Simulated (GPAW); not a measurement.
# Al (Fm-3m) in GPAW: settings compared, part 2 of 2

GPAW 26.7.0. The steps go on from the part before.

### 3 Band structure, r4SCAN

The input, run.py:

```python
from ase.dft.bandgap import bandgap
from ase.io import write
from ase.spacegroup import crystal
from ase.units import GPa
from gpaw import GPAW, PW

# Al 4a
atoms = crystal(['Al'],
                basis=[[0.0, 0.0, 0.0]],
                spacegroup=225, setting=1,  # Fm-3m
                cellpar=[4.04961, 4.04961, 4.04961, 90.0, 90.0, 90.0],
                primitive_cell=True)

calc = GPAW(mode=PW(600),
            xc='MGGA_X_R4SCAN+MGGA_C_R2SCAN',
            kpts={'size': (11, 11, 11), 'gamma': True},
            occupations={'name': 'fermi-dirac', 'width': 0.05},
            nbands=7,
            convergence={'density': 1e-05, 'energy': 1e-05},
            maxiter=150,
            txt='gpaw.txt')
atoms.calc = calc
energy = atoms.get_potential_energy()
forces = atoms.get_forces()
stress = atoms.get_stress()
calc.write('gs.gpw')
write('result.traj', atoms)
print(f'Energy: {energy:.6f} eV')
print('Forces (eV/A):')
print(forces.round(4))
print('Stress (GPa):', (stress / GPa).round(3))
print('Fermi level:', round(calc.get_fermi_level(), 4), 'eV')
print(f'Gap: {bandgap(calc)[0]:.4f} eV, direct: {bandgap(calc, direct=True)[0]:.4f} eV')

path = atoms.cell.bandpath('GXWKGLUWLK,UX', npoints=60, eps=1e-4)
bs_calc = calc.fixed_density(kpts=path, symmetry='off', nbands=13,
                             convergence={'bands': 'CBM+6.0', 'eigenstates': 1e-6}, txt='bands.txt')
bs = bs_calc.band_structure()
bs.write('bs.json')
print(f'Gap on the path: {bandgap(bs_calc)[0]:.4f} eV')
```

Potentials or basis: GPAW PAW data sets (gpaw-data 1.2.1), pw.

Launch:

```bash
$ OMP_NUM_THREADS=1 python run.py
```

It took 1.9 min on 1 thread of Arm Neoverse V1, shared host; peak memory 0.17 GiB.

It converged, with:

```yaml
Free_energy: -6.7625 eV
Pressure: -3.0 GPa
Band_gap_along_the_path: none (metal or under the smearing width)
```

Levels at the corners of the path, in eV from the Fermi level:
```tsv
point	band 1	band 2	band 3	band 4
Γ	-11.69	13.46	13.46	13.46
X	-3.13	-1.63	5.32	6.04
W	-0.94	-0.94	0.07	1.44
K	-2.04	-1.50	-0.29	7.05
Γ	-11.69	13.46	13.46	13.46
L	-4.93	-4.49	12.09	12.09
U	-2.04	-1.50	-0.29	7.05
W	-0.94	-0.94	0.07	1.44
L	-4.93	-4.49	12.09	12.09
K	-2.04	-1.50	-0.29	7.05
U	-2.04	-1.50	-0.29	7.05
X	-3.13	-1.63	5.32	6.04
```

Caveat: the PAW data sets were made with another functional, which shifts forces and pressure a little.

### 4 Equation of state, C09-vdW

The input, run.py:

```python
from ase.eos import EquationOfState
from ase.io import Trajectory, read
from ase.units import GPa
from gpaw import GPAW, PW

atoms = read('Al.xyz')

traj = Trajectory('eos.traj', 'w')
volumes, energies = [], []
for x in [0.94, 0.96, 0.98, 1.0, 1.02, 1.04, 1.06]:
    a = atoms.copy()
    a.set_cell(atoms.cell * x**(1 / 3), scale_atoms=True)
    calc = GPAW(mode=PW(600),
                xc={'name': 'C09-vdW', 'backend': 'libvdwxc'},
                kpts={'size': (11, 11, 11), 'gamma': True},
                occupations={'name': 'fermi-dirac', 'width': 0.05},
                nbands=7,
                convergence={'density': 1e-05, 'energy': 1e-05},
                maxiter=150,
                txt=f'eos-{x:.2f}.txt')
    a.calc = calc
    energies.append(a.get_potential_energy(force_consistent=True))
    volumes.append(a.get_volume())
    calc.write(f'eos-{x:.2f}.gpw')
    traj.write(a)
    print(f'{x:.2f} {volumes[-1]:10.4f} A^3 {energies[-1]:14.6f} eV', flush=True)

v0, e0, B = EquationOfState(volumes, energies, eos='birchmurnaghan').fit()
print(f'V0 = {v0:.4f} A^3, E0 = {e0:.6f} eV, B0 = {B / GPa:.2f} GPa')
```

The input, Al.xyz:

```xyz
1
Lattice="0.0000000000 2.0248050000 2.0248050000 2.0248050000 0.0000000000 2.0248050000 2.0248050000 2.0248050000 0.0000000000" Properties=species:S:1:pos:R:3 pbc="T T T"
Al     0.0000000000      0.0000000000      0.0000000000
```

Launch:

```bash
$ OMP_NUM_THREADS=1 python run.py
```

Run time: 38 s. Hardware: 1 thread of Arm Neoverse V1, shared host; peak memory 0.18 GiB.

Results (log left out):

```yaml
Equilibrium_volume: 16.57 Å³/atom
Bulk_modulus: 79 GPa
Pressure_derivative_of_the_bulk_modulus: 4.4
```

Energy against volume, from the lowest point:
```
volume (Å³/atom)  energy (meV/atom)
          15.607              15.21
          15.939               6.26
          16.271               1.32
          16.603               0.00
          16.935               1.92
          17.267               6.74
          17.599              14.14
```

Caveat: the PAW data sets were made with another functional, which shifts forces and pressure a little.

### 5 Equation of state, PBE

The input, run.py:

```python
from ase import Atoms
from ase.eos import EquationOfState
from ase.io import Trajectory
from ase.units import GPa
from gpaw import GPAW, PW, setup_paths

setup_paths.insert(0, '.')

atoms = Atoms(['Al'],
              cell=[[0.0, 2.024805, 2.024805],
                    [2.024805, 0.0, 2.024805],
                    [2.024805, 2.024805, 0.0]],
              scaled_positions=[[0.0, 0.0, 0.0]],
              pbc=True)

traj = Trajectory('eos.traj', 'w')
volumes, energies = [], []
for x in [0.94, 0.96, 0.98, 1.0, 1.02, 1.04, 1.06]:
    a = atoms.copy()
    a.set_cell(atoms.cell * x**(1 / 3), scale_atoms=True)
    calc = GPAW(mode=PW(1100),
                xc='PBE',
                kpts={'size': (11, 11, 11), 'gamma': True},
                occupations={'name': 'fermi-dirac', 'width': 0.05},
                setups='sg15',
                nbands=-6,
                convergence={'density': 1e-05, 'energy': 1e-05},
                maxiter=150,
                txt=f'eos-{x:.2f}.txt')
    a.calc = calc
    energies.append(a.get_potential_energy(force_consistent=True))
    volumes.append(a.get_volume())
    p = -a.get_stress()[:3].mean() / GPa
    calc.write(f'eos-{x:.2f}.gpw')
    traj.write(a)
    print(f'{x:.2f} {volumes[-1]:10.4f} A^3 {energies[-1]:14.6f} eV {p:9.3f} GPa', flush=True)

v0, e0, B = EquationOfState(volumes, energies, eos='birchmurnaghan').fit()
print(f'V0 = {v0:.4f} A^3, E0 = {e0:.6f} eV, B0 = {B / GPa:.2f} GPa')
```

Potentials or basis: SG15 ONCV 1.2, pw.

Launch:

```bash
$ OMP_NUM_THREADS=1 python run.py
```

Run time: 1.9 min. Hardware: 1 thread of Arm Neoverse V1, shared host; peak memory 0.23 GiB.

The run converged. Its results:

- Equilibrium volume: 16.56 Å³/atom
- Bulk modulus: 79 GPa
- Pressure derivative of the bulk modulus: 4.6

Energy against volume, from the lowest point:
```csv
volume (Å³/atom),energy (meV/atom)
15.607,15.03
15.939,6.14
16.271,1.24
16.603,0.00
16.935,1.97
17.267,6.84
17.599,14.28
```

### 6 Band structure, TPSS

The input, run.py:

```python
from ase.dft.bandgap import bandgap
from ase.io import write
from ase.spacegroup import crystal
from ase.units import GPa
from gpaw import GPAW, PW

# Al 4a
atoms = crystal(['Al'],
                basis=[[0.0, 0.0, 0.0]],
                spacegroup=225, setting=1,  # Fm-3m
                cellpar=[4.04961, 4.04961, 4.04961, 90.0, 90.0, 90.0],
                primitive_cell=True)

calc = GPAW(mode=PW(600),
            xc='MGGA_X_TPSS+MGGA_C_TPSS',
            kpts={'size': (11, 11, 11), 'gamma': True},
            occupations={'name': 'fermi-dirac', 'width': 0.05},
            nbands=7,
            convergence={'density': 1e-05, 'energy': 1e-05},
            maxiter=150,
            txt='gpaw.txt')
atoms.calc = calc
energy = atoms.get_potential_energy()
forces = atoms.get_forces()
stress = atoms.get_stress()
calc.write('gs.gpw')
write('result.traj', atoms)
print(f'Energy: {energy:.6f} eV')
print('Forces (eV/A):')
print(forces.round(4))
print('Stress (GPa):', (stress / GPa).round(3))
print('Fermi level:', round(calc.get_fermi_level(), 4), 'eV')
print(f'Gap: {bandgap(calc)[0]:.4f} eV, direct: {bandgap(calc, direct=True)[0]:.4f} eV')

path = atoms.cell.bandpath('GXWKGLUWLK,UX', npoints=100, eps=1e-4)
bs_calc = calc.fixed_density(kpts=path, symmetry='off', nbands=13,
                             convergence={'bands': 'CBM+6.0', 'eigenstates': 1e-6}, txt='bands.txt')
bs = bs_calc.band_structure()
bs.write('bs.json')
print(f'Gap on the path: {bandgap(bs_calc)[0]:.4f} eV')
```

Potentials or basis: GPAW PAW data sets (gpaw-data 1.2.1), pw.

Launch:

```bash
$ OMP_NUM_THREADS=1 python run.py
```

Run time: 63 s. Hardware: 1 thread of Arm Neoverse V1, shared host; peak memory 0.18 GiB.

It converged, with:

| Property | Result |
| --- | --- |
| Free energy | -7.8822 eV |
| Pressure | -1.9 GPa |
| Band gap along the path | none (metal or under the smearing width) |

Levels at the corners of the path, in eV from the Fermi level:
```csv
point,band 1,band 2,band 3,band 4,band 5
Γ,-11.12,12.61,12.61,12.61,14.17
X,-2.94,-1.60,5.22,5.60,5.60
W,-0.86,-0.86,0.12,1.17,15.85
K,-1.90,-1.38,-0.38,6.57,8.19
Γ,-11.12,12.61,12.61,12.61,14.17
L,-4.62,-4.36,11.41,11.41,11.47
U,-1.90,-1.38,-0.38,6.57,8.19
W,-0.86,-0.86,0.12,1.17,15.85
L,-4.62,-4.36,11.41,11.41,11.47
K,-1.90,-1.38,-0.38,6.57,8.19
U,-1.90,-1.38,-0.38,6.57,8.19
X,-2.94,-1.60,5.22,5.60,5.60
```

Caveat: the PAW data sets were made with another functional, which shifts forces and pressure a little.

### 7 The runs side by side

```csv
task,level,potentials or basis,cutoff (eV),band path,band points,pressure (GPa),V0 of scaled cells (Å³/atom),B0 (GPa)
equation of state,SCAN,"GPAW PAW data sets (gpaw-data 1.2.1), pw",600,-,-,-,-,-
band structure,r4SCAN,"GPAW PAW data sets (gpaw-data 1.2.1), pw",600,"GXWKGLUWLK,UX",60,-3.0,-,-
equation of state,C09-vdW,"GPAW PAW data sets (gpaw-data 1.2.1), pw",600,-,-,-,16.57,79
equation of state,PBE,"SG15 ONCV 1.2, pw",1100,-,-,-,16.56,79
band structure,TPSS,"GPAW PAW data sets (gpaw-data 1.2.1), pw",600,"GXWKGLUWLK,UX",100,-1.9,-,-
```

Alike in all rows: no spin polarisation; cell as given; k mesh 11 × 11 × 11; smearing fermi-dirac 0.05 eV.

Caveats: the PAW data sets were made with another functional, which shifts forces and pressure a little (some runs); the points scatter about the fit (some runs).

Total energies depend on the potentials used, so only differences within one code and one set of settings carry meaning.

### 8 Against experiment

Step 4. Measured bulk modulus of Al: 76.9 GPa (quoted in “The interpretation of polycrystalline coherent inelastic neutron scattering from aluminium”, 2013, pmc:3831299). This calculation gives 79 GPa (+2.4 %). The fit is for a static lattice scaled at fixed shape and fixed fractional positions. The cell as given is a measured one (16.60 Å³/atom); C09-vdW puts the equilibrium volume -0.2 % from it, thermal expansion not counted.

Step 5. Measured bulk modulus of Al: 76.9 GPa (quoted in “The interpretation of polycrystalline coherent inelastic neutron scattering from aluminium”, 2013, pmc:3831299). This calculation gives 79 GPa (+2.4 %). The fit is for a static lattice scaled at fixed shape and fixed fractional positions. The cell as given is a measured one (16.60 Å³/atom); PBE puts the equilibrium volume -0.3 % from it, thermal expansion not counted.
